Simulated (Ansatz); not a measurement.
The system is TaN.

```
Ta N
1.0
     0.00000    2.21132    2.21132
     2.21132    0.00000    2.21132
     2.21132    2.21132    0.00000
Ta N
1 1
Direct
  0.50000 0.50000 0.50000
  0.00000 0.00000 0.00000
```

The cell comes from a database or a generator and needn't be the stable form of this composition.

Base run:

| Item | Value |
| --- | --- |
| Program | Ansatz 0.2.0 |
| Functional | PBEsol |
| Potentials or basis | all-electron LAPW, scalar-relativistic |
| Cutoff | 355 eV |
| Density cutoff | 1420 eV |
| Basis error allowed | 0.001 eV/atom |
| k mesh | 10 × 10 × 10 |
| Occupations | fermi-dirac, width 0.05 eV |
| Spin | no spin polarisation |
| Hubbard terms | Ta d U = 6 eV |

Its results: pressure -4.9 GPa.

Q: The run is repeated on the same cell with these changes: hubbard terms from Ta d U = 6 eV to none. What comes out?

A: Pressure -10.7 GPa.

Caveats: U is the effective U less J, on atomic orbitals that reach past the spheres (some runs); U without spin polarisation on a metal has little footing (some runs).

Not every run made on this cell is shown here.
